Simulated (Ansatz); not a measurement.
# Pressure against volume: Rb

```
Rb
1.0
     0.00000    3.57578    3.57578
     3.57578    0.00000    3.57578
     3.57578    3.57578    0.00000
Rb
1
Direct
  0.00000 0.00000 0.00000
```

The structure comes from a relaxation in the same program, started in the fcc type, and has space group Fm-3m. Whether it is a known phase or the ground state wasn't checked.

All numbers are computed: DFT, PBE, all-electron LAPW, scalar-relativistic (Ansatz 0.2.0); DFT, PBE, PAW with Ansatz's default frozen-core files, scalar-relativistic (Ansatz 0.2.0).

For LAPW: a Γ-centred 11×11×11 k mesh, Fermi–Dirac smearing of 0.03 eV, basis error target 0.5 meV/atom, no spin polarisation. PAW takes a cutoff of 420 eV at this cell. The Ansatz runs share mesh, smearing and spin set-up. Plane-wave (PAW) pressures include the program's estimate of the Pulay term.

The cell above is scaled evenly, with fractional coordinates and shape held.

| V/V(cell) | V (Å³/atom) | P, LAPW (GPa) | P, PAW (GPa) | free energy over the lowest listed, PAW (meV/atom) |
| --- | --- | --- | --- | --- |
| 0.9405 | 86.000 | 0.18 | 0.18 | 2.9 |
| 0.9700 | 88.698 | 0.08 | 0.08 | 0.7 |
| 1.0000 | 91.441 | 0.00 | 0.00 | 0.0 |
| 1.0300 | 94.184 | -0.08 | -0.08 | 0.8 |
| 1.0600 | 96.927 | -0.15 | -0.15 | 2.7 |

Question: What do Birch–Murnaghan fits to the pressures give?

Answer: LAPW: V0 = 91.29 Å³/atom, B0 = 3 GPa, B0′ = 3.8; PAW: V0 = 91.28 Å³/atom, B0 = 3 GPa, B0′ = 3.8.

PAW's V0 lies -0.01 % from the all-electron value and its B0 0.1 %. Symmetry fixes shape and coordinates here, so this is the relaxed modulus.
